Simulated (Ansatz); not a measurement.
# Bi (omega (AlB2-type)): energy against volume

All numbers below come from Ansatz, DFT, RPBE, plane waves (420 eV) with PAW, scalar-relativistic. The PAW files were generated under PBE, with cores re-solved for the functional.

The cell is scaled uniformly from the relaxed one, with fractional coordinates and shape fixed. Energies are extrapolated to zero smearing, pressures are those at the given smearing. Magnetic state: spin not included.

A Birch-Murnaghan fit gives V₀ = 32.96 Å³/atom, B₀ = 46 GPa, B₀′ = 4.5.

(1) What are the energy above the minimum and the pressure at 30.300 Å³/atom?

(2) What are the energy above the minimum and the pressure at 34.252 Å³/atom?

(3) What are the energy above the minimum and the pressure at 36.887 Å³/atom?

Results:

(1) 36.3 meV/atom and 4.78 GPa as computed.

(2) 6.8 meV/atom and -1.59 GPa as computed.

(3) 55.0 meV/atom and -4.00 GPa as computed.
